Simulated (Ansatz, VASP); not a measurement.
**SiGe2 in two plane-wave programs**

Aim: how closely do two programs agree when they are given the same cell, functional and k mesh? The cell is generated by rule, not measured, and may not be a known phase. The cell is taken from a series of runs on this material, whose earlier steps may have relaxed, scaled, displaced or heated it; both programs get it as it stands.

Main program and level: Ansatz 0.2.0; plane waves, with VASP 6.6.1 beside it; single point at r2SCAN.

The structure was built from a prototype and need not be the compound's stable phase.

## 1. Set-up

Symmetry: P4_222, No. 93, tetragonal system. The conventional cell has a = 7.478 Å, b = 7.478 Å, c = 5.288 Å, α = 90.00°, β = 90.00°, γ = 90.00°. Nearest to Si lie 4 Ge at 2.25 to 2.36 Å. Nearest to Ge lie 2 Si at 2.36 Å. Nearest to Ge lie 2 Si at 2.25 Å. Farther neighbours are not listed.

## 2. VASP: single point, r2SCAN

With cell and atoms fixed, the geometry can't cause a difference; cores, projectors, grids and the points listed under the comparison can.

Lines of VASP's logs that name or quote its potential files are left out, and so is its time.

Contents of INCAR:

```
SYSTEM = SiGe2
PREC = Accurate
ENCUT = 550
EDIFF = 1E-06
NELM = 120
ISMEAR = 1
SIGMA = 0.2
LREAL = .FALSE.
ALGO = Normal
METAGGA = R2SCAN
LASPH = .TRUE.
NBANDS = 79
LORBIT = 11
LWAVE = .FALSE.
LCHARG = .FALSE.
ISIF = 2
GGA_COMPAT = .FALSE.
LMIXTAU = .TRUE.
KPAR = 2
```

Contents of POSCAR:

```
SiGe2
1.0
   -5.2880224348      0.0000000000      0.0000000000
    0.0000000000     -5.2880224348     -5.2880224348
    0.0000000000     -5.2880224348      5.2880224348
Si Ge
4 8
Direct
    0.0000000000      0.9907231761      0.9907231761
    0.0000000000      0.5092768239      0.5092768239
    0.5000000000      0.9907231761      0.5092768239
    0.5000000000      0.5092768239      0.9907231761
    0.7500000000      0.2500000000      0.4705819153
    0.7500000000      0.7500000000      0.0294180847
    0.2500000000      0.0294180847      0.2500000000
    0.2500000000      0.4705819153      0.7500000000
    0.2500000000      0.0294180847      0.7500000000
    0.2500000000      0.4705819153      0.2500000000
    0.7500000000      0.7500000000      0.4705819153
    0.7500000000      0.2500000000      0.0294180847
```

Contents of KPOINTS:

```
Automatic mesh
0
Gamma
8 6 6
0 0 0
```

Potentials, in the order of the species: Si and Ge_d (PBE family, release 64).

Run with:

```
$ mpirun -np 2 vasp_std
```

Numbers of over 12 decimals in the logs are rounded to 6 here.

Log:

```text
[banner, memory and clock lines left out]
running    2 mpi-ranks, on    1 nodes
 distrk:  each k-point on    1 cores,    2 groups
 distr:  one band on    1 cores,    1 groups

 POSCAR found type information on POSCAR SiGe
 POSCAR found :  2 types and      12 ions
|                                                                             |
|               ----> ADVICE to this user running VASP <----                  |
|                                                                             |
|     You enforced a specific xc type in the INCAR file but a different       |
|     [... a line on the potential file left out ...]
|     I HOPE YOU KNOW WHAT YOU ARE DOING!                                     |
|                                                                             |

 LDA part: xc-table for (None), standard interpolation
 POSCAR, INCAR and KPOINTS ok, starting setup
 FFT: planning ... GRIDC
 FFT: planning ... GRID_SOFT
 FFT: planning ... GRID
 WAVECAR not read
 entering main loop
       N       E                     dE             d eps       ncg     rms          rms(c)
DAV:   1     0.165304760094E+04    0.16530E+04   -0.59334E+04 10133   0.395E+03
DAV:   2     0.209142008550E+03   -0.14439E+04   -0.13804E+04  7900   0.120E+03
DAV:   3    -0.112339896301E+03   -0.32148E+03   -0.30706E+03  8229   0.268E+02
DAV:   4    -0.147154676913E+03   -0.34815E+02   -0.33279E+02  9353   0.949E+01
DAV:   5    -0.148696026488E+03   -0.15413E+01   -0.15146E+01  8857   0.210E+01    0.105E+01
DAV:   6    -0.141965860392E+03    0.67302E+01   -0.21688E+00  8784   0.121E+01    0.624E+00
DAV:   7    -0.128753336099E+03    0.13213E+02   -0.27393E+00  8617   0.753E+00    0.175E+00
DAV:   8    -0.133065748734E+03   -0.43124E+01   -0.17579E+00  8405   0.554E+00    0.763E-01
DAV:   9    -0.134294920720E+03   -0.12292E+01   -0.30231E-01 10108   0.228E+00    0.658E-01
DAV:  10    -0.134814830231E+03   -0.51991E+00   -0.26120E-01  9720   0.303E+00    0.337E-01
DAV:  11    -0.134505090980E+03    0.30974E+00   -0.28357E-01  9412   0.211E+00    0.233E-01
DAV:  12    -0.134662880463E+03   -0.15779E+00   -0.20054E-01  8180   0.153E+00    0.170E-01
DAV:  13    -0.134671365796E+03   -0.84853E-02   -0.11968E-02 10257   0.486E-01    0.101E-01
DAV:  14    -0.134682515817E+03   -0.11150E-01   -0.65284E-03  9092   0.370E-01    0.551E-02
[...]
DAV:  18    -0.134683719323E+03   -0.12943E-03   -0.13526E-04  9194   0.650E-02    0.156E-02
DAV:  19    -0.134683737258E+03   -0.17935E-04   -0.24337E-05  8255   0.247E-02    0.959E-03
DAV:  20    -0.134683749060E+03   -0.11802E-04   -0.71992E-06  6612   0.188E-02    0.506E-03
DAV:  21    -0.134683758009E+03   -0.89483E-05   -0.16723E-05  8116   0.217E-02    0.400E-03
DAV:  22    -0.134683761059E+03   -0.30504E-05   -0.11608E-06  5446   0.693E-03    0.293E-03
DAV:  23    -0.134683773552E+03   -0.12493E-04   -0.54998E-06  6474   0.963E-03    0.993E-04
DAV:  24    -0.134683772491E+03    0.10609E-05   -0.51851E-07  4860   0.456E-03    0.646E-04
DAV:  25    -0.134683773442E+03   -0.95062E-06   -0.50100E-07  4839   0.410E-03
   1 F= -.13468377E+03 E0= -.13468294E+03  d E =-.248879E-02
```

From OUTCAR (step 2):

```text
ion  position               nearest neighbor table
   1  0.000  0.991  0.991-   6 2.25   9 2.25   7 2.36  12 2.36
   2  0.000  0.509  0.509-   8 2.25  11 2.25  10 2.36   5 2.36
   3  0.500  0.991  0.509-   9 2.25  11 2.25   5 2.36   7 2.36
   4  0.500  0.509  0.991-   6 2.25   8 2.25  10 2.36  12 2.36
   5  0.750  0.250  0.471-   2 2.36   3 2.36
   6  0.750  0.750  0.029-   1 2.25   4 2.25
   7  0.250  0.029  0.250-   1 2.36   3 2.36
   8  0.250  0.471  0.750-   2 2.25   4 2.25
   9  0.250  0.029  0.750-   1 2.25   3 2.25
  10  0.250  0.471  0.250-   2 2.36   4 2.36
  11  0.750  0.750  0.471-   2 2.25   3 2.25
  12  0.750  0.250  0.029-   1 2.36   4 2.36

  LATTYP: Found a simple tetragonal cell.
 ALAT       =     7.4783930454
 C/A-ratio  =     0.7071067812

 Subroutine GETGRP returns: Found  8 space group operations
 (whereof  2 operations were pure point group operations)

The static configuration has the point symmetry C_2 .
 The point group associated with its full space group is D_4 .

 Found     50 irreducible k-points:

   k-points           NKPTS =     50   k-points in BZ     NKDIM =     50   number of bands    NBANDS=     79

   dimension x,y,z NGX =    40 NGY =   60 NGZ =   60
   dimension x,y,z NGXF=    80 NGYF=  120 NGZF=  120

   ENCUT  =  550.0 eV  40.42 Ry    6.36 a.u.  10.11 14.30 14.30*2*pi/ulx,y,z

   NELECT =     128.0000    total number of electrons

 k-points in reciprocal lattice and weights: Automatic mesh
   0.00000000  0.00000000  0.00000000       0.003
   0.12500000  0.00000000  0.00000000       0.007
   0.25000000  0.00000000  0.00000000       0.007
   0.37500000  0.00000000  0.00000000       0.007
   0.50000000  0.00000000  0.00000000       0.003
   0.00000000  0.16666667  0.00000000       0.014
   0.12500000  0.16666667  0.00000000       0.028
   0.25000000  0.16666667  0.00000000       0.028
   0.37500000  0.16666667  0.00000000       0.028
[...]
0.37500000  0.50000000  0.50000000       0.007
   0.50000000  0.50000000  0.50000000       0.003

 average (electrostatic) potential at core
       1 -89.0781       2 -89.0781       3 -89.0781       4 -89.0781       5 -80.4189
       6 -80.3638       7 -80.4189       8 -80.3638       9 -80.3638      10 -80.4189
      11 -80.3638      12 -80.4189

 E-fermi :   4.0844

 k-point     1 :       0.0000    0.0000    0.0000
  band No.  band energies     occupation
    ...
     59       1.5031      2.00000
     60       1.8924      2.00000
     61       2.2158      2.00000
     62       2.2158      2.00000
     63       3.1967      2.00000
     64       4.6989     -0.00012
     65       5.1847     -0.00000
     66       5.1847     -0.00000
     67       5.2764     -0.00000
     68       5.3736     -0.00000
    ...

 k-point     2 :       0.1250    0.0000    0.0000
  band No.  band energies     occupation
    ...
     59       1.7072      2.00000
     60       1.8633      2.00000
     61       2.2514      2.00000
     62       3.1443      2.00000
     63       3.5999      2.00325
     64       4.3694     -0.06165
     65       4.7395     -0.00004
     66       4.7401     -0.00004
     67       5.4370     -0.00000
     68       5.4638     -0.00000
    ...

 k-point     3 :       0.2500    0.0000    0.0000
  band No.  band energies     occupation
    ...
     58       1.9661      2.00000
     59       1.9667      2.00000
     60       2.5185      2.00000
     61       2.8341      2.00000
     62       3.6957      2.01913
     63       4.2005      0.17800
     64       4.3598     -0.06514
     65       4.4048     -0.04594
     66       4.4415     -0.02998
     67       5.4244     -0.00000
    ...

  Total        0.0956597     -2.2596126     -2.2596126     -0.0000000      0.0000000     -0.0000000
  in kB        0.5182383    -12.2415021    -12.2415021     -0.0000000      0.0000000     -0.0000000
  external PRESSURE =      -7.9882553 kB  Pullay stress =       0.0000000 kB

  energy-cutoff  :      550.00
  volume of cell :      295.74
      direct lattice vectors                 reciprocal lattice vectors
    -5.288022435  0.000000000  0.000000000    -0.189106611  0.000000000  0.000000000
     0.000000000 -5.288022435 -5.288022435     0.000000000 -0.094553305 -0.094553305
     0.000000000 -5.288022435  5.288022435     0.000000000 -0.094553305  0.094553305

 POSITION                                       TOTAL-FORCE (eV/Angst)
 -----------------------------------------------------------------------------------
      0.00000    -10.47793      0.00000        -0.000000     -0.063053     -0.000000
      0.00000     -5.38613      0.00000        -0.000000      0.063053     -0.000000
     -2.64401     -7.93203     -2.54590         0.000000     -0.000000     -0.063053
     -2.64401     -7.93203      2.54590         0.000000     -0.000000      0.063053
     -3.96602     -3.81045      1.16644        -0.000000      0.776659     -0.776659
     -3.96602     -4.12158     -3.81045        -0.000000     -0.929630      0.929630
     -1.32201     -1.47757      1.16644        -0.000000     -0.776659     -0.776659
     -1.32201     -6.45446      1.47757        -0.000000      0.929630      0.929630
     -1.32201     -4.12158      3.81045        -0.000000     -0.929630     -0.929630
     -1.32201     -3.81045     -1.16644        -0.000000      0.776659      0.776659
     -3.96602     -6.45446     -1.47757        -0.000000      0.929630     -0.929630
     -3.96602     -1.47757     -1.16644        -0.000000     -0.776659      0.776659
 -----------------------------------------------------------------------------------
    total drift:                                0.000000      0.000000     -0.000000

  FREE ENERGIE OF THE ION-ELECTRON SYSTEM (eV)
  ---------------------------------------------------
  free  energy   TOTEN  =      -134.6837734420 eV

  energy  without entropy=     -134.6812846568  energy(sigma->0) =     -134.68294385

 total charge
# of ion       s       p       d       tot
------------------------------------------
    1        0.776   0.884   0.000   1.660
    2        0.776   0.884   0.000   1.660
    3        0.776   0.884   0.000   1.660
    4        0.776   0.884   0.000   1.660
    5        1.190   1.053   9.996  12.238
    6        1.165   1.181   9.998  12.344
    7        1.190   1.053   9.996  12.238
    8        1.165   1.181   9.998  12.344
    9        1.165   1.181   9.998  12.344
   10        1.190   1.053   9.996  12.238
   11        1.165   1.181   9.998  12.344
   12        1.190   1.053   9.996  12.238
--------------------------------------------------
tot         12.522  12.473  79.973 104.968

[... 3 further parts left out ...]
```

The run ends at a pressure of -0.80 GPa, with forces up to 1.3 eV/Å.

## 3. Ansatz: single point, r2SCAN

Ansatz runs on its default PAW (the set named soft_2) files.

The same cell, functional, mesh and smearing now go to Ansatz, which takes its cutoff from its data sets.

Contents of input.yaml:

```yaml
crystal:
  lattice:
    - [-5.2880224348, 0.0, 0.0]
    - [0.0, -5.2880224348, -5.2880224348]
    - [0.0, -5.2880224348, 5.2880224348]
  atoms:
    - { symbol: Si, position: [1.0, 0.9907231761, -0.0092768239] }
    - { symbol: Si, position: [1.0, 0.5092768239, 0.5092768239] }
    - { symbol: Si, position: [0.5, -0.0092768239, 0.5092768239] }
    - { symbol: Si, position: [0.5, 0.5092768239, -0.0092768239] }
    - { symbol: Ge, position: [0.75, 0.25, 0.4705819153] }
    - { symbol: Ge, position: [0.75, 0.75, 0.0294180847] }
    - { symbol: Ge, position: [0.25, 0.0294180847, 0.25] }
    - { symbol: Ge, position: [0.25, 0.4705819153, 0.75] }
    - { symbol: Ge, position: [0.25, 0.0294180847, 0.75] }
    - { symbol: Ge, position: [0.25, 0.4705819153, 0.25] }
    - { symbol: Ge, position: [0.75, 0.75, 0.4705819153] }
    - { symbol: Ge, position: [0.75, 0.25, 0.0294180847] }
kpoints:
  mp_grid: { grid: [8, 6, 6] }
hamiltonian:
  xc: r2scan
scf:
  occupations: { method: methfessel_paxton, width: 0.2 }
output:
  forces: true
  stress: true
  eigenvalues: true
```

Run with:

```
$ ansatz run input.yaml --threads 8 --pin off --max-ram 14336MiB --backend cpu --events-out ev --progress --plain --runs-dir out
```

Log:

```text
Engine: ansatz 0.2.0, aarch64-unknown-linux-gnu
Pseudopotentials: kind: paw
Pseudopotential: Si, paw, valence charge 4, recommended cutoff 500 eV (meta_gga), Si.paw.azcp
Pseudopotential: Ge, paw, valence charge 14, recommended cutoff 500 eV (meta_gga), Ge.paw.azcp
Functional definition: r2SCAN
  parameter k0 = 0.174
  parameter k1 = 0.065
  parameter a1 = 4.9479
  exchange = r2scan_x(k0 = k0, k1 = k1, a1 = a1)
  correlation = r2scan_c
Crystal: 12 atoms, lattice volume = 295.740 Å³
Basis set: ecut = 500 eV, 7467 PW (Γ), exchange–correlation on 160×240×240 points (64 copies of the dense FFT grid, shifted against one another)
Bands: 77, of which v1, the nominal top of the filled ones, is band 64 counted from 1 (63 counted from 0)
Symmetry: 8 space group operations
Space group: P4222 (ITA 93), of the structure as read, at distance tolerance 6.7e-5 Å
k-points: 50 of 288 (time reversal used)
Non-local potential: Si, projectors of the file, l = 0: 2, l = 1: 2, l = 2: 2
Non-local potential: Ge, projectors of the file, l = 0: 2, l = 1: 2, l = 2: 3, l = 3: 1
PAW form: soft (Blöchl's): semilocal exchange-correlation on the pseudo side does not see the compensation charge
PAW frozen core: Si, regenerated for the run's functional (the file was generated under x = pbe(κ = 0.804, μ = 0.219515), c = pbe(β = 0.066725))
PAW frozen core: Ge, regenerated for the run's functional (the file was generated under x = pbe(κ = 0.804, μ = 0.219515), c = pbe(β = 0.066725))
PAW one-centre angular grid: Si, 302 points (default); XC on 160 Gauss nodes
PAW one-centre angular grid: Ge, 590 points (default); XC on 160 Gauss nodes
Initial density: superposition of atomic densities (neutral atoms: chi_scale 0, normalization atom), corrected by the library's trained network
Initial wavefunctions: pseudopotential atomic-orbital guess
Functional: x = r2scan, c = r2scan; τ floored in thin density (d = 2e-4 eV/Å³)
SCF iter   1: F=—  HF=-36968.105728 eV  |F-HF|=—  |Δ(HF+E_count)|=         —  Δρ=8.02e-3  dr2=2.12e-1  dr2_τ=2.99e-2  ethr=1.77e-3  ⟨swp⟩=7.1  Hψ=14877  notcnv=0
preconditioner: auto → Kerker (q_TF=auto, 2.373 Å⁻¹)  [metal: Δε(μ)=0.006 eV  Ē_g=7.468 eV  σ=0.200 eV  W_gap=0.02  n_scr=62 (ndim 8)  ℏωp=15.0 eV  f_vac=0.000  D(μ)=5.43/eV (n_scr^D=30)]
SCF iter   2: F=—  HF=-36968.149602 eV  |F-HF|=—  |Δ(HF+E_count)|=   4.39e-2  S|Δr|=    0.00e0  Δρ=4.12e-3  dr2=6.95e-2  dr2_τ=2.22e-4  ethr=1.66e-4  ⟨swp⟩=2.0  Hψ=7659  notcnv=0
SCF iter   3: F=—  HF=-36968.139141 eV  |F-HF|=—  |Δ(HF+E_count)|=   1.05e-2  S|Δr|=    0.00e0  Δρ=2.07e-3  dr2=1.68e-2  dr2_τ=1.23e-4  ethr=5.43e-5  ⟨swp⟩=2.2  Hψ=4677  notcnv=0
SCF iter   4: F=—  HF=-36968.135870 eV  |F-HF|=—  |Δ(HF+E_count)|=   3.27e-3  S|Δr|=    0.00e0  Δρ=3.48e-4  dr2=6.41e-4  dr2_τ=2.96e-6  ethr=1.32e-5  ⟨swp⟩=2.0  Hψ=4842  notcnv=0
SCF iter   5: F=—  HF=-36968.136077 eV  |F-HF|=—  |Δ(HF+E_count)|=   2.07e-4  S|Δr|=    0.00e0  Δρ=1.24e-4  dr2=1.15e-4  dr2_τ=4.65e-7  ethr=5.01e-7  ⟨swp⟩=2.0  Hψ=4943  notcnv=0
SCF iter   6: F=—  HF=-36968.136124 eV  |F-HF|=—  |Δ(HF+E_count)|=   4.75e-5  S|Δr|=    0.00e0  Δρ=5.72e-5  dr2=2.56e-5  dr2_τ=1.05e-7  ethr=8.97e-8  ⟨swp⟩=2.0  Hψ=6942  notcnv=0
SCF iter   7: F=—  HF=-36968.136076 eV  |F-HF|=—  |Δ(HF+E_count)|=   4.81e-5  S|Δr|=    0.00e0  Δρ=2.83e-5  dr2=4.52e-6  dr2_τ=3.37e-8  ethr=2.00e-8  ⟨swp⟩=2.0  Hψ=6980  notcnv=0  defer=24
SCF iter   8: F=—  HF=-36968.136075 eV  |F-HF|=—  |Δ(HF+E_count)|=   8.26e-7  S|Δr|=    0.00e0  Δρ=1.28e-5  dr2=1.25e-6  dr2_τ=3.46e-9  ethr=3.53e-9  ⟨swp⟩=2.0  Hψ=6926  notcnv=0  defer=24
SCF iter   9: F=-36968.136076 eV  HF=-36968.136076 eV  |F-HF|=2.61e-9  |Δ(HF+E_count)|=   3.09e-7  S|Δr|=    0.00e0  Δρ=3.03e-6  dr2=6.38e-8  dr2_τ=2.67e-10  ethr=7.81e-11  ⟨swp⟩=9.4  Hψ=17490  notcnv=0
SCF 1 converged in 9 iterations: F = -36968.136076 eV  dr2 = 6.38e-8
  greatest PAW one-centre occupation: 0.998 electrons in one spin orbital (limit 2), on the Ge atom at site 9 (counted from 0), in its partial waves of l = 2
SCF converged after 9 iterations
Stability not checked: this state was not tested for a lower state beside it, because cold or Methfessel-Paxton smearing, or corrected tetrahedra, fill the levels in a way that the test cannot read (fill_not_monotonic; see scf.lower_state_search)
Free energy (F): -36968.136076 eV
Harris-Foulkes:  -36968.136076 eV  (|F-HF|=2.61e-9)
Internal energy: -36968.133607 eV  (E = F + TS)
E sigma→0 (E₀):  -36968.135459 eV
Entropy (-TS):   -0.002469 eV (-0.206 meV/atom)
Fermi energy:    6.397854 eV
--- Per-component energies (eV) ---
  E_band       = -1488.211221
  E_kinetic    = 1035.278043
  E_local      = -21029.704762  (includes V_loc(G=0)·N_el)
  E_nonlocal   = 3442.836895
  E_hartree    = 9168.582189
  E_xc         = -749.446311
  E_vxc        = -730.781971  (∫ρ·V_xc dr)
  E_paw        = -18332.766381  (= ΣΔE_a)
  E_vpaw       = -2582.448618  (= ΣTr[D̂ρ^β])
  E_aug_tail   = 0.000152  (compensation charges beyond the density's cutoff)
  E_vtau       = 39.454875  (kinetic-family band-sum trace: ∫τ·v_τ [+ j·A + Jᵃ·Aᵃ] dr)
  E_ewald      = -10493.921574
  E_core_change = -8.991858  (= ΣΔE_core)
  E_smearing   = -0.002469  (= −TS)
  E_closure    = 0.000000  (closes the sum)
  Σ components = -36968.136076   (vs F -36968.136076, Δ=0.00e0)
--- Forces (eV/Å), atoms counted from 1 ---
  atom   1  Si    -0.00000000    -0.06649163    -0.00000000
  atom   2  Si     0.00000000     0.06649163    -0.00000000
  atom   3  Si     0.00000000     0.00000000    -0.06649163
  atom   4  Si    -0.00000000     0.00000000     0.06649163
  atom   5  Ge     0.00000000     0.77618894    -0.77618894
  atom   6  Ge     0.00000000    -0.92974896     0.92974896
  atom   7  Ge     0.00000000    -0.77618894    -0.77618894
  atom   8  Ge     0.00000000     0.92974896     0.92974896
  atom   9  Ge     0.00000000    -0.92974896    -0.92974896
  atom  10  Ge     0.00000000     0.77618894     0.77618894
  atom  11  Ge     0.00000000     0.92974896    -0.92974896
  atom  12  Ge    -0.00000000    -0.77618894     0.77618894
  max |Σ_I F_I| component: 3.33e-16 eV/Å
--- Stress (GPa, compression-positive) ---
        0.054545      -0.000000       0.000000
       -0.000000      -1.196731       0.000000
        0.000000       0.000000      -1.196731
  P = ⅓ Tr σ = -0.7796 GPa (-7.796 kbar)
--- Band table (eV; the first three rows and the last of 50) ---
  k-point 0: bands = [... 60 lower, 4.5286, 4.5286, 5.5134, 7.0126, 7.5005, 7.5005, 7.5897, 7.6866, ... 9 higher]
  k-point 1: bands = [... 60 lower, 4.6597, 4.7791, 5.7737, 6.6006, 6.9012, 6.9922, 7.4525, 7.5514, ... 9 higher]
  k-point 2: bands = [... 60 lower, 5.0686, 5.1199, 5.8420, 6.0589, 6.3600, 6.7087, 7.2859, 7.3468, ... 9 higher]
  k-point 49: bands = [... 60 lower, 4.3793, 4.5633, 4.5633, 5.0719, 7.0364, 7.7603, 7.7603, 8.3227, ... 9 higher]
```

The run ends at a pressure of -0.78 GPa, with forces up to 1.3 eV/Å.

## 4. Comparison

Known differences besides the potentials themselves: VASP keeps PBE cores, Ansatz makes them for the functional; the cutoff is 500 eV in Ansatz and 550 eV in VASP. Total energies have different zeros and are not compared.

The two programs side by side:

| quantity | Ansatz | VASP | difference |
| --- | --- | --- | --- |
| pressure (GPa) | -0.78 | -0.80 | +0.02 |

Forces on 10 of the 12 atoms, those with the largest forces and the largest differences (eV/Å; atoms numbered as in POSCAR):

| atom | Ansatz x, y, z | VASP x, y, z |
| --- | --- | --- |
| Si1 | 0.000, -0.066, 0.000 | 0.000, -0.063, 0.000 |
| Si2 | 0.000, 0.066, 0.000 | 0.000, 0.063, 0.000 |
| Si4 | 0.000, 0.000, 0.066 | 0.000, 0.000, 0.063 |
| Ge6 | 0.000, -0.930, 0.930 | 0.000, -0.930, 0.930 |
| Ge7 | 0.000, -0.776, -0.776 | 0.000, -0.777, -0.777 |
| Ge8 | 0.000, 0.930, 0.930 | 0.000, 0.930, 0.930 |
| Ge9 | 0.000, -0.930, -0.930 | 0.000, -0.930, -0.930 |
| Ge10 | 0.000, 0.776, 0.776 | 0.000, 0.777, 0.777 |
| Ge11 | 0.000, 0.930, -0.930 | 0.000, 0.930, -0.930 |
| Ge12 | 0.000, -0.776, 0.776 | 0.000, -0.777, 0.777 |

The forces differ by 1.2 meV/Å r.m.s., which is 0.2 % of the r.m.s. force of 0.571 eV/Å (both taken over all components).

## 5. Results

```yaml
r_m_s_force_difference_single_point_r2scan: 0.20 % of the r.m.s. force
```

What this shows: The r.m.s. force difference is 0.20 % of the r.m.s. force (single point, r2SCAN), within the 3 % picked in this series as the mark of a large difference. Such differences can come from data sets, numerical settings and the points named under the comparisons, not from the functional's error against experiment.

[Lines on the potential files, build, host, timing and source positions are cut from VASP's logs without a mark.]

[Logs are printed without paths, hosts, clocks, repeated set-up lines and the standing remarks that a program may print on its own settings, such as how far it seeks lower states.]

[Hosts, paths, dates, database ids (printed as entryN), source tags and the programs' standing remarks are cut or masked in the printed files.]
